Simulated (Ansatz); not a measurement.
A 3-atom cell of PbF2 started from a crystallographic database, relaxed with r2SCAN+rVV10 in Ansatz 0.2.0. It is cubic, Fm-3m (No. 225); a = 5.892 Å in the conventional setting, 17.04 Å³ an atom. Pb has 8 F at 2.55 Å; F has 4 Pb at 2.55 Å.

The axes x, y and z are those of this cell:
```
Pb F
1.0
     0.00000    2.94581    2.94581
     2.94581    0.00000    2.94581
     2.94581    2.94581    0.00000
Pb F
1 2
Cartesian
  0.0000 0.0000 0.0000
  1.4729 1.4729 1.4729
  4.4187 4.4187 4.4187
```

Unstrained: With PBE the valence top lies at W and the conduction bottom at X, 4.415 eV higher; the smallest vertical gap, at X, is 4.563 eV. The r2SCAN gap is indirect, 4.924 eV (W to X), below the direct gap of 5.069 eV at X. With HSE06 the valence top lies at W and the conduction bottom at X, 5.713 eV higher; the smallest vertical gap, at X, is 5.849 eV. Meshes: PBE 8×8×8, r2SCAN 8×8×8, HSE06 6×6×6. Strains are changes of length per length, and xy shears are angles. After each strain the atoms were relaxed again with r2SCAN+rVV10 within the symmetry that the strain leaves, so tilts or polar shifts that break it weren't tested; points keep the names that they have in the unstrained zone. No spin polarisation and no zero-point or thermal motion.

(1) Apply isotropic +1.17 % on every length. How far does the gap move, against the unstrained cell?

(2) Estimate what xy shear, engineering strain (angle) +3.79 % does to the gap.

## Answers

(1) PBE: the gap goes from 4.415 to 4.421 eV (+0.006 eV). r2SCAN: the gap goes from 4.924 to 4.937 eV (+0.013 eV). HSE06: the gap goes from 5.713 to 5.744 eV (+0.031 eV).

(2) PBE: the gap goes from 4.415 to 4.405 eV (-0.010 eV); the edges go from W → X to (1/4, -0.479, -0.219) → X. r2SCAN: the gap goes from 4.924 to 4.914 eV (-0.010 eV); the edges go from W → X to (1/4, -0.479, -0.219) → X. HSE06: the gap goes from 5.713 to 5.704 eV (-0.009 eV); the edges go from W → X to (1/4, -0.479, -0.219) → X.

Spin-orbit coupling is left out; in compounds of Pb, Bi, Tl or Hg it can lower a gap by up to about 1 eV, split its edges or invert the bands.

The meshes of the hybrids are coarse, so their gaps aren't converged to the digits shown.
